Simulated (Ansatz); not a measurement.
Method: DFT PBE, scalar-relativistic, plane waves, PAW in Ansatz 0.2.0. Settings: cutoff 420 eV, Γ-centred meshes spaced at most about 0.3 Å⁻¹, and about 0.25 Å⁻¹ or finer for metals (2π included), Gaussian smearing. No spin polarisation.

All energies are static (0 K, no zero-point motion).

Question: Order these relaxed structures of Sn2Te by energy, lowest first, with the energy over the lowest of them.
A.

```cif
data_structure
_symmetry_space_group_name_H-M 'P-3m1'
_symmetry_Int_Tables_number 164
_cell_length_a 5.2991
_cell_length_b 5.2991
_cell_length_c 9.0553
_cell_angle_alpha 90.000
_cell_angle_beta 90.000
_cell_angle_gamma 120.000
_cell_volume 220.21
loop_
_atom_site_label
_atom_site_type_symbol
_atom_site_symmetry_multiplicity
_atom_site_Wyckoff_symbol
_atom_site_fract_x
_atom_site_fract_y
_atom_site_fract_z
_atom_site_occupancy
Sn1 Sn 2 d 0.66667 0.33333 0.51382 1
Sn2 Sn 2 c 0.00000 0.00000 0.16825 1
Te1 Te 2 d 0.66667 0.33333 0.83416 1
```

B.

```cif
data_structure
_symmetry_space_group_name_H-M 'P-3m1'
_symmetry_Int_Tables_number 164
_cell_length_a 4.3001
_cell_length_b 4.3001
_cell_length_c 5.7886
_cell_angle_alpha 90.000
_cell_angle_beta 90.000
_cell_angle_gamma 120.000
_cell_volume 92.70
loop_
_atom_site_label
_atom_site_type_symbol
_atom_site_symmetry_multiplicity
_atom_site_Wyckoff_symbol
_atom_site_fract_x
_atom_site_fract_y
_atom_site_fract_z
_atom_site_occupancy
Sn1 Sn 2 d 0.33333 0.66667 0.33725 1
Te1 Te 1 a 0.00000 0.00000 0.00000 1
```

Answer: B (0 meV/atom), A (19 meV/atom). Forms: B anti-cadmium iodide type, P-3m1; A P-3m1. Counting Te atoms around Sn (those within 1.25 times the shortest such distance or 1.15 times the sum of covalent radii, 1.27 where that leaves under three; a slash parts the counts of unlike sites): B has Sn 3; A has Sn 1/3. Both come from invented guesses. The lowest form computed isn't among them: it has space group P-3m1 (No. 164), 31.7 Å³/atom and lies 99 meV/atom below the best shown.

For metals, differences of a few meV/atom aren't resolved. Spin–orbit coupling, which can matter for Te, is left out. Cells relaxed within their symmetry can be saddle points. Some types were kept out of the candidates beforehand, so the set may lack a known form.
